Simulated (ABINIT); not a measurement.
Set up this calculation in ABINIT 10.8.3 (patched build), as the native input.

```
Task                : single point
Functional          : revPBE
Potentials or basis : JTH PAW PBE v2.0
Cutoff              : 490 eV
k mesh              : 12 × 12 × 12
Occupations         : fermi-dirac, width 0.05 eV
Spin                : no spin polarisation
Fine-grid cutoff    : 979.61 eV
```

Al:

```
Al
1.0
    -1.59122    1.59122    1.59122
     1.59122   -1.59122    1.59122
     1.59122    1.59122   -1.59122
Al
1
Direct
  0.00000 0.00000 0.00000
```

This isn't the form of Al at room conditions, which is fcc.

These files were run (other wordings do the same):

run.abi

```
# Pseudopotentials
pp_dirpath "./"
pseudos "Al.GGA_PBE-JTH.xml"

# Structure
acell 5.208220536 5.208220536 5.208220536
rprim
    -0.5773502692     0.5773502692     0.5773502692
     0.5773502692    -0.5773502692     0.5773502692
     0.5773502692     0.5773502692    -0.5773502692
ntypat 1
znucl 13
natom 1
typat 1
xred
     0.0000000000     0.0000000000     0.0000000000

# Plane-wave basis
ecut 489.804952 eV
pawecutdg 36.0
pawxcdev 0

# k points
kptopt 1
ngkpt 12 12 12
nshiftk 1
shiftk 0.0 0.0 0.0

# Exchange and correlation
ixc 14

# Bands and occupations
nband 6
occopt 3
tsmear 0.05 eV

# SCF cycle
nstep 100
tolvrs 1.0e-9

# Output
iomode 3
prtwf 0
prtden 0
prteig 0
prtebands 0
enunit 1
```

Potentials or basis: JTH PAW PBE v2.0.

Command:

```sh
$ abinit run.abi > log 2>&1
```

Results of the run:

```json
{
  "Pressure": "4.5 GPa",
  "Band gap on the k mesh": "none (metal or under the smearing width)",
  "Valence electrons inside the program's atomic spheres": "Al 0.75 (radii [1.0074] Å)"
}
```

Caveat: the PAW data sets were made with another functional, which shifts forces and pressure a little.

It took 4 s on 1 thread of Arm Neoverse V1 (shared host), peak memory 0.08 GiB.
